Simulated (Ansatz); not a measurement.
RuO2:
```
CELL_PARAMETERS angstrom
      4.47925     0.00000     0.00000
      0.00000     4.47925     0.00000
      0.00000     0.00000     3.10741
ATOMIC_POSITIONS crystal
  Ru 0.00000 0.00000 0.00000
  Ru 0.50000 0.50000 0.50000
  O  0.30531 0.30531 0.00000
  O  0.19469 0.80531 0.50000
  O  0.69469 0.69469 0.00000
  O  0.80531 0.19469 0.50000
```

Relaxed with r²SCAN.

Map the electron localisation function on the plane through (0.000, 0.000, 0.000) spanned by u = [0, 0, 1] and v = [1, 1, 0] in lattice vectors, from r²SCAN (plane waves, PAW; program Ansatz).

x is the fraction of u, y of v (the angle between them is 90°; rows are the nearest grid lines); atoms in the plane: Ru at (0.00, 0.00), Ru at (0.50, 0.50), O at (0.00, 0.31), O at (0.00, 0.69).
```
|13787310001378731|
|35897310001379853|
|67774210001247776|
|33332100000123333|
|77642000000024677|
|99974200000247999|
|88997310001379988|
|25898312321389852|
|57997224542279975|
|88841258985214888|
|55312467876421355|
|11125775357752111|
|11125775357752111|
|55312467876421355|
|88841258985214888|
|57997224542279975|
|25898312321389852|
|88997310001379988|
|99974200000247999|
|77642000000024677|
|33332100000123333|
|67774210001247776|
|35897310001379853|
|13787310001378731|
```
Scale: ten equal steps from 0.019 (start of '0') to 0.835 (end of '9'), in the order '0123456789'; x runs from 0.000 to 1.00, y from 0.000 (bottom) to 1.00 (top).

The density is the valence pseudo-density with augmentation charge, so density and ELF within about 1 Å of a nucleus are not all-electron values.

Space group P4_2/mnm (rutile). The r²SCAN relaxation kept the symmetry of its start; of distortions, only those at the zone centre were tested. The run is not spin-polarised.

Potentials: the later of the program's two PAW sets.
